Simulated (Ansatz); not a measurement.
# SiC (zincblende): gap against strain (uniaxial along z, other directions held)

Zincblende SiC, relaxed with r2SCAN in Ansatz 0.2.0, then strained (uniaxial along z, other directions held; changes of length per length, axes as in the cell below) with the atoms relaxed again within the symmetry that is left. The symmetry is F-43m (No. 216, cubic); a = 4.356 Å in the conventional setting, 10.33 Å³ an atom. Si is surrounded by 4 C at 1.89 Å; C is surrounded by 4 Si at 1.89 Å. No spin polarisation and no zero-point or thermal motion.

```yaml
crystal:
  lattice:
    - [0.00000, 2.17805, 2.17805]
    - [2.17805, 0.00000, 2.17805]
    - [2.17805, 2.17805, 0.00000]
  atoms:
    - { symbol: Si, position: [0.00000, 0.00000, 0.00000] }
    - { symbol: C, position: [0.25000, 0.25000, 0.25000] }
```

Gaps are the least over each mesh (PBE 10×10×10, r2SCAN 10×10×10, HSE06 8×8×8 when unstrained) and the special points, which keep their unstrained names; stress is the change from the unstrained cell, compression positive.

```
strain (%)  gap, PBE (eV)  gap, r2SCAN (eV)  gap, HSE06 (eV)  edges, HSE06  stress along the strain, r2SCAN (GPa)  energy rise, r2SCAN (meV/atom)
     -2.28          1.095             1.447            1.962         Γ → X                                  +9.55                             7.0
      -2.0          1.128             1.480            1.995         Γ → X                                  +8.37                             5.4
       0.0          1.358             1.713            2.227         Γ → X                                   0.00                             0.0
     +2.56          1.249             1.592            2.105         Γ → X                                 -10.43                             8.6
     +3.17          1.224             1.565            2.076         Γ → X                                 -12.86                            13.2
     +4.11          1.185             1.522            2.033         Γ → X                                 -16.57                            22.1
      +5.0          1.150             1.482            1.993         Γ → X                                 -20.03                            32.6
```

Between zero and the nearest strains the slope of the HSE06 gap against strain is +0.116 eV per percent for negative and -0.048 for positive strain; it falls either way, as happens when edge states split or other valleys take over.

The meshes of the hybrids are coarse, so their gaps aren't converged to the digits shown.
